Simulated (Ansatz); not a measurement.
H started on an O site in cubic perovskite KTaO3, 40 atoms, charge +1

All numbers come from Ansatz (PAW, plane waves, no spin–orbit coupling) at the single k point (¼, ¼, ¼) without its symmetry partners. The atoms were relaxed with PBEsol in a fixed cell; other functionals are single points on those atoms unless said otherwise. The valence top and gap of the host come from its small cell on a dense mesh, with the band extrema sought between the mesh points, lined up by the mean potential, PBEsol gap 2.13 eV, HSE06 gap 3.59 eV. The charge correction uses an assumed dielectric constant of 200.

Cell: a = 7.971 Å, b = 7.971 Å, c = 7.971 Å, α = 90.00°, β = 90.00°, γ = 90.00°.

Nearest atoms after relaxation, from the placed atom (for vacancies from the middle of the vacant sites): Ta at 2.06 Å, Ta at 2.06 Å, O at 2.76 Å, O at 2.76 Å, O at 2.76 Å, O at 2.76 Å, O at 2.77 Å, O at 2.77 Å.

Chemical potentials μ are those of reference phases of the elements at zero temperature by the same functional (the usual solids, diamond for C, grey Sn, and the molecules H2, N2, O2, F2, Cl2, Br2 and S8).

| functional | E(defect) − E(host) − Σ nμ + q·E_VBM (eV) | monopole (eV) | alignment (eV) | formation energy at E_F = VBM (eV) | moment (μB) | wall time, shared host |
| --- | --- | --- | --- | --- | --- | --- |
| PBEsol | 2.28 | 0.01 | -0.12 | 2.17 | 0 (no spin) | 13 s (relaxation) |

(1) Estimate the formation energy and moment that HSE06 gives on these atoms.

(2) How does the monopole term follow by hand for this cubic cell?

HSE06 one-electron levels near the gap (the ten most localised at most), from the host's valence top, not corrected for the charge's images:

```
level (eV)  spin  filling  atoms sharing it  element of the atom with most weight
     -0.27  both     2.00              17.0                                spread
     -0.23  both     2.00              13.3                                spread
     -0.17  both     2.00              15.7                                spread
```

All elements are taken at their own reference at once; growth conditions in equilibrium with the host shift these energies, by up to the host's formation enthalpy.

The ideal cubic host may itself distort, and that gain is in these energies.

One k point and a cell of this size can leave errors of several tenths of an eV in such numbers.

Answers

(1) 1.19 eV at E_F = VBM (1.29 eV before the monopole term 0.01 eV and the alignment -0.11 eV), moment 0 (no spin).

(2) q²·α·e²/(4πε₀)/(2εL) with the Madelung constant α = 2.837 and e²/4πε₀ = 14.40 eV·Å: 1 × 2.837 × 14.40 / (2 × 200 × 7.971) = 0.01 eV.
